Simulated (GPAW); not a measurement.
BaTiO3:

```
Ba Ti O
1.0
     3.99980    0.00000    0.00000
     0.00000    3.99980    0.00000
     0.00000    0.00000    4.01800
Ba Ti O
1 1 3
Direct
  0.00000 0.00000 0.00000
  0.50000 0.50000 0.49000
  0.00000 0.50000 0.51700
  0.50000 0.00000 0.51700
  0.50000 0.50000 0.01900
```

```yaml
Program: GPAW 26.7.0
Task: relaxation of cell and atoms
Functional: PBEsol
Dispersion: D4
Potentials_or_basis: PAW data sets generated in the run's folder for this functional
Cutoff: 800 eV
Basis: pw
k_mesh: 5 × 5 × 5
Occupations: fermi-dirac, width 0.05 eV
Spin: no spin polarisation
```

At the start: pressure -4.0 GPa; volume 12.86 Å³/atom.

Q: Where does the relaxation end?

A: Over 11 steps the energy falls by 4.1 meV/atom and the volume is 12.58 Å³/atom (-2.1 %); space group P4mm (No. 99, to 0.05 Å).

The path:
```csv
step,energy change (eV),largest force (eV/Å),pressure (GPa),volume (Å³)
1,0.0000,0.3009,-4.04,64.28
2,-0.0057,0.2345,-3.49,64.10
3,-0.0180,0.1762,-0.26,63.13
4,-0.0187,0.1129,-0.47,63.17
5,-0.0199,0.0128,-0.45,63.09
6,-0.0203,0.0302,-0.12,62.94
7,-0.0203,0.0256,0.08,62.87
8,-0.0203,0.0156,0.17,62.85
9,-0.0204,0.0065,0.24,62.84
10,-0.0205,0.0127,0.24,62.86
11,-0.0206,0.0190,0.14,62.91
```

Final structure:
```xyz
5
Lattice="3.9592 0.0000 0.0000 0.0000 3.9592 0.0000 0.0000 0.0000 4.0130" Properties=species:S:1:pos:R:3 pbc="T T T"
Ba    0.0000    0.0000    0.0061
Ti    1.9796    1.9796    1.9572
O     0.0000    1.9796    2.0674
O     1.9796    0.0000    2.0674
O     1.9796    1.9796    0.0942
```

Caveat: later steps reuse the first step's grids.
